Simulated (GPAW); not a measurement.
# Ru (P6_3/mmc) in GPAW: convergence with convergence criteria

Aim: find how far convergence criteria must go before the results for Ru settle, at PBE. This setting moves, with any that are tied to it; all else stays.

Program: GPAW 26.7.0. These are calculated values, not measurements. Logs are shortened: lines on timing, memory, paths and dates and some standing lists are left out, and cuts for length are marked. The log counts tension as positive stress, the text compression.

## 1. The crystal as given

It takes space group P6_3/mmc (No. 194, hexagonal). Conventional cell: a = 2.706 Å, b = 2.706 Å, c = 4.282 Å, α = 90.00°, β = 90.00°, γ = 120.00°. Ru (site symmetry -6m2) is surrounded by 12 Ru at 2.65 to 2.71 Å.

## 2. With convergence criteria density=0.001 energy=0.01 eigenstates=0.0001

run.py reads:

```python
from ase.dft.bandgap import bandgap
from ase.io import read, write
from ase.units import GPa
from gpaw import GPAW, PW

atoms = read('Ru.xyz')

calc = GPAW(mode=PW(600),
            xc='PBE',
            kpts={'size': (9, 9, 5), 'gamma': True},
            occupations={'name': 'fermi-dirac', 'width': 0.05},
            nbands=29,
            convergence={'density': 0.001, 'energy': 0.01, 'eigenstates': 0.0001},
            maxiter=100,
            txt='gpaw.txt')
atoms.calc = calc
energy = atoms.get_potential_energy()
forces = atoms.get_forces()
stress = atoms.get_stress()
calc.write('gs.gpw')
write('result.traj', atoms)
print(f'Energy: {energy:.6f} eV')
print('Forces (eV/A):')
print(forces.round(4))
print('Stress (GPa):', (stress / GPa).round(3))
print('Fermi level:', round(calc.get_fermi_level(), 4), 'eV')
print(f'Gap: {bandgap(calc)[0]:.4f} eV, direct: {bandgap(calc, direct=True)[0]:.4f} eV')
```

Ru.xyz reads:

```xyz
2
Lattice="2.7058000000 0.0000000000 0.0000000000 -1.3529000000 2.3432915376 0.0000000000 0.0000000000 0.0000000000 4.2819000000" Properties=species:S:1:pos:R:3 pbc="T T T"
Ru     1.3529000001      0.7810971791      3.2114250000
Ru    -0.0000000001      1.5621943585      1.0704750000
```

Potentials or basis: GPAW PAW data sets (gpaw-data 1.2.1), pw.

The run is started by

```bash
$ OMP_NUM_THREADS=1 python run.py
```

gpaw.txt:

```text
__  _  _
 | _ |_)|_||  |
 |__||  | ||/\| - 26.7.0

Input parameters:
  mode=PW(ecut=600.0),
  convergence={'density': 0.001, 'energy': 0.01, 'eigenstates': 0.0001},
  kpts=MonkhorstPack(size=(9, 9, 5), gamma=True),
  maxiter=100,
  nbands=29,
  occupations=Occupations(name='fermi-dirac', width=0.05),
  xc=XC(name='PBE')

Diagonalizing LCAO Hamiltonian
Converting LCAO to pw mode

          Ru

        Ru

Atoms  # Å, Bohr magnetons
|   | symbol |         x |        y |        z |    initial magnetic moments |
|---|--------|-----------|----------|----------|-----------------------------|
| 0 |     Ru |  1.352900 | 0.781097 | 3.211425 | ( 0.0000,  0.0000,  0.0000) |
| 1 |     Ru | -0.000000 | 1.562194 | 1.070475 | ( 0.0000,  0.0000,  0.0000) |

Unit cell  # Å
| periodic |         x |        y |        z |  lengths |     angles |
|----------|-----------|----------|----------|----------|------------|
|      yes |  2.705800 | 0.000000 | 0.000000 | 2.705800 |  90.000000 |
|      yes | -1.352900 | 2.343292 | 0.000000 | 2.705800 |  90.000000 |
|      yes |  0.000000 | 0.000000 | 4.281900 | 4.281900 | 120.000000 |

Number of symmetries: 12
Symmetry operations  # r_c * U_cc + t_c -> r_c
|    | kind |            matrix            |
|----|------|------------------------------|
|  0 |  σ   |  1, 1, 0,  0,-1, 0,  0, 0, 1 |
|  1 |  S6  |  1, 1, 0, -1, 0, 0,  0, 0,-1 |
|  2 |  E   |  1, 0, 0,  0, 1, 0,  0, 0, 1 |
|  3 |  C2  |  1, 0, 0, -1,-1, 0,  0, 0,-1 |
|  4 |  C2  |  0, 1, 0,  1, 0, 0,  0, 0,-1 |
|  5 |  C3  |  0, 1, 0, -1,-1, 0,  0, 0, 1 |
|  6 |  S6  |  0,-1, 0,  1, 1, 0,  0, 0,-1 |
|  7 |  σ   |  0,-1, 0, -1, 0, 0,  0, 0, 1 |
|  8 |  σ   | -1, 0, 0,  1, 1, 0,  0, 0, 1 |
|  9 |  i   | -1, 0, 0,  0,-1, 0,  0, 0,-1 |
| 10 |  C3  | -1,-1, 0,  1, 0, 0,  0, 0, 1 |
| 11 |  C2  | -1,-1, 0,  0, 1, 0,  0, 0,-1 |

BZ-sampling:
  Number of BZ points: 405
  Number of IBZ points: 50

  Monkhorst-Pack size: [9, 9, 5]
  Monkhorst-Pack shift: [0, 0, 0]

K-points  # in reciprocal-cell coordinates
|     |                                coordinates |     weight |
|-----|--------------------------------------------|------------|
|   0 | (  0.00000000,   0.00000000,   0.00000000) | 0.00246914 |
|   1 | (  0.00000000,   0.00000000,   0.20000000) | 0.00493827 |
|   2 | (  0.00000000,   0.00000000,   0.40000000) | 0.00493827 |
|   3 | (  0.11111111,   0.00000000,  -0.40000000) | 0.01481481 |
|   4 | (  0.11111111,   0.00000000,  -0.20000000) | 0.01481481 |
|   5 | (  0.11111111,   0.00000000,   0.00000000) | 0.01481481 |
|   6 | (  0.11111111,   0.00000000,   0.20000000) | 0.01481481 |
|   7 | (  0.11111111,   0.00000000,   0.40000000) | 0.01481481 |
|   8 | (  0.22222222,  -0.11111111,   0.00000000) | 0.01481481 |
|   9 | (  0.22222222,  -0.11111111,   0.20000000) | 0.02962963 |
| ... |                                            |            |
|  49 | (  0.44444444,   0.44444444,   0.40000000) | 0.02962963 |

Plane wave coefficients: 929
Cutoff: 600.0 eV

Spin-components: 1 (collinear spins)
Bands:           29
Projectors:      12
Spin-degeneracy: 2
Datatype:        complex128

Parallelization:
  kpt:    1
  domain: 1
  band:   1

Density:
  Valence electrons: 32.0
  Components: 1
  Grid points: [16 16 25]
  Charge: 0.0  # |e|

Potential:
  Grid points: [16 16 25]

species:
  Ru:
    name:    Ruthenium
    Z:       44.0
    valence: 16
    core:    28
    charge:  0.0  # [|e|]
    compensation charges:
      type: gauss
      rc: 0.39  # [Å]
      lmax: 2
    cutoffs:
      filter: 2.16  # [Å]
      core: 1.30  # [Å]
    projectors
    | kind |    occ | energy [eV] | rcut [Å] |
    |------|--------|-------------|----------|
    |   4s |  2.000 |     -76.316 |    1.281 |
    |   5s |  1.000 |      -4.236 |    1.281 |
    |   4p |  6.000 |     -46.423 |    1.286 |
    |   5p |  0.000 |      -0.913 |    1.286 |
    |   4d |  7.000 |      -5.203 |    1.254 |
    |    d |        |      22.008 |    1.254 |

    Using partial waves for Ru as LCAO basis

Reference energy: -246490.249966  # eV

eigensolver:
  PPCG
  Converge bands: occupied
  niter=2

density mixing:
  MSR1-Mixer
  Pratt-step length: 0.05
  Maximum mixing coefficient: 0.75
  Old densities: 10
  SVD Regularization: 0.005
  Good broyden scale: 1.0
  Trust region scale: 1.0
  Backstep threshold: 4.0
  History deletion threshold: 6.0
  Fourier metric: weight=20.0, sigma=0.015

occupation numbers:
  Fermi-Dirac:
    width: 0.0500  # eV

poisson solver:
  ecut: 4800.0  # eV

xc functional:
  name: PBE with 2 nearest neighbor stencil

convergence criteria:
- Maximum integral of absolute [dens]ity change: 0.001 electrons / valence electron
- Maximum [total energy] change in last 3 cyles: 0.01 eV / valence electron
- Maximum integral of absolute [eigenst]ate change: 0.0001 eV^2 / valence electron
maximum number of iterations: 100

SCF iterations
|iter     | |      energy | eigst |  dens |
|---------|-|-------------|-------|-------|
|iter:   1| |  -20.575237 | +0.19 |       |
|iter:   2| |  -20.239552 | -2.65 | -1.07 |
|iter:   3| |  -18.966072 | -1.65 | -1.12 |
|iter:   4| |  -18.959868 | -3.85 | -2.07 |
|iter:   5| |  -18.958252c| -3.98 | -2.36 |
|iter:   6| |  -18.958280c| -5.27c| -3.60c|

Converged in 6 steps
Energy contributions relative to reference atoms: (reference = -246490.249966)

Energy contributions:
  Kinetic:          -5.455872
  Coulomb:          -2.006484
  Zero:             -0.312604
  External:          0.000000
  Xc:              -11.176747
  Entropy:          -0.013147
  Spinorbit:         0.000000
  ----------------------------
  Free energy:     -18.964853
  Extrapolated:    -18.958280

dipole moment: (0.000000, 0.000000, 0.000001)  # |e|*Ang

Fermi level: 13.530
Eigenvalues  # (at kpt = [0.000, 0.000, 0.000])
| band index |      eig [eV] | occ [0-2] |
|------------|---------------|-----------|
|          0 |       -59.702 |     2.000 |
|        ... |               |           |
|          9 |         7.285 |     2.000 |
|         10 |        10.838 |     2.000 |
|         11 |        10.838 |     2.000 |
|         12 |        11.025 |     2.000 |
|         13 |        11.513 |     2.000 |
|         14 |        11.513 |     2.000 |
[... 8 lines left out ...]
|         23 |        31.974 |     0.000 |
|         24 |        36.808 |     0.000 |
|        ... |               |           |
|         28 |        38.488 |     0.000 |

No gap
No difference between direct/indirect transitions

Forces  # eV/Ang
|        x |        y |        z |
|----------|----------|----------|
| -0.00000 |  0.00000 | -0.00237 |  # Ru   0
|  0.00000 | -0.00000 |  0.00237 |  # Ru   1

Stress tensor  # eV/Ang^3
|         x |         y |         z |
|-----------|-----------|-----------|
| -0.020436 | -0.000000 |  0.000000 |
| -0.000000 | -0.020436 |  0.000000 |
|  0.000000 |  0.000000 | -0.019642 |

# Writing to gs.gpw (mode='')
```

It took 12 s on 1 thread of Arm Neoverse V2, shared host; peak memory 0.16 GiB.

Results:

* Free energy: -18.9649 eV
* Pressure: 3.2 GPa
* Band gap on the k mesh: none (metal or under the smearing width)

## 3. With convergence criteria default

run.py, as its differences from that of step 2:

```diff
@@ -12,3 +12,2 @@
             nbands=29,
-            convergence={'density': 0.001, 'energy': 0.01, 'eigenstates': 0.0001},
             maxiter=100,
```

Ru.xyz is that of step 2.

Potentials or basis: GPAW PAW data sets (gpaw-data 1.2.1), pw.

The run is started by

```bash
$ OMP_NUM_THREADS=1 python run.py
```

It took 17 s on 1 thread of Arm Neoverse V2, shared host; peak memory 0.16 GiB.

It converged, with:

```yaml
Free_energy: -18.9649 eV
Pressure: 3.4 GPa
Band_gap_on_the_k_mesh: none (metal or under the smearing width)
```

## 4. With convergence criteria density=1e-05 energy=1e-05

run.py, as its differences from that of step 3:

```diff
@@ -12,2 +12,3 @@
             nbands=29,
+            convergence={'density': 1e-05, 'energy': 1e-05},
             maxiter=100,
```

Ru.xyz is that of step 3.

The run is started by

```bash
$ OMP_NUM_THREADS=1 python run.py
```

Run time: 17 s. Hardware: 1 thread of Arm Neoverse V2, shared host; peak memory 0.16 GiB.

The run converged. Its results:

| Item | Value |
| --- | --- |
| Free energy | -18.9649 eV |
| Pressure | 3.4 GPa |
| Band gap on the k mesh | none (metal or under the smearing width) |

## 5. With convergence criteria density=1e-05 forces=0.0001

run.py, as its differences from that of step 4:

```diff
@@ -12,3 +12,3 @@
             nbands=29,
-            convergence={'density': 1e-05, 'energy': 1e-05},
+            convergence={'density': 1e-05, 'forces': 0.0001},
             maxiter=100,
```

Ru.xyz is that of step 4.

The run is started by

```bash
$ OMP_NUM_THREADS=1 python run.py
```

Run time: 18 s. Hardware: 1 thread of Arm Neoverse V2, shared host; peak memory 0.16 GiB.

The run converged. Its results:

```
Free energy            : -18.9649 eV
Pressure               : 3.4 GPa
Band gap on the k mesh : none (metal or under the smearing width)
```

## 6. With convergence criteria density=1e-06 energy=1e-06 eigenstates=1e-10

run.py, as its differences from that of step 5:

```diff
@@ -12,3 +12,3 @@
             nbands=29,
-            convergence={'density': 1e-05, 'forces': 0.0001},
+            convergence={'density': 1e-06, 'energy': 1e-06, 'eigenstates': 1e-10},
             maxiter=100,
```

Ru.xyz is that of step 5.

Potentials or basis: GPAW PAW data sets (gpaw-data 1.2.1), pw.

The run is started by

```bash
$ OMP_NUM_THREADS=1 python run.py
```

Run time: 20 s. Hardware: 1 thread of Arm Neoverse V2, shared host; peak memory 0.16 GiB.

It converged, with:

```yaml
Free_energy: -18.9649 eV
Pressure: 3.4 GPa
Band_gap_on_the_k_mesh: none (metal or under the smearing width)
```

## 7. Summary

| convergence criteria | energy less the tightest run, at zero smearing (meV/atom) | pressure (GPa) | largest force (eV/Å) | SCF cycles | CPU time (s) | peak memory (GiB) |
| --- | --- | --- | --- | --- | --- | --- |
| density=0.001 energy=0.01 eigenstates=0.0001 | 0.00 | 3.23 | 0.002 | 6 | 12 | 0.16 |
| default | 0.00 | 3.40 | 0.002 | 8 | 17 | 0.16 |
| density=1e-05 energy=1e-05 | 0.00 | 3.41 | 0.000 | 9 | 17 | 0.16 |
| density=1e-05 forces=0.0001 | 0.00 | 3.41 | 0.000 | 10 | 18 | 0.16 |
| density=1e-06 energy=1e-06 eigenstates=1e-10 | 0.00 | 3.41 | 0.000 | 11 | 20 | 0.16 |

Against the tightest run, the energy stays within 1 meV/atom from density=0.001 energy=0.01 eigenstates=0.0001 on; the pressure stays within 0.1 GPa from default on; the largest force stays within 0.005 eV/Å from density=0.001 energy=0.01 eigenstates=0.0001 on. The tightest run that finished is the yardstick and may itself not be fully converged.
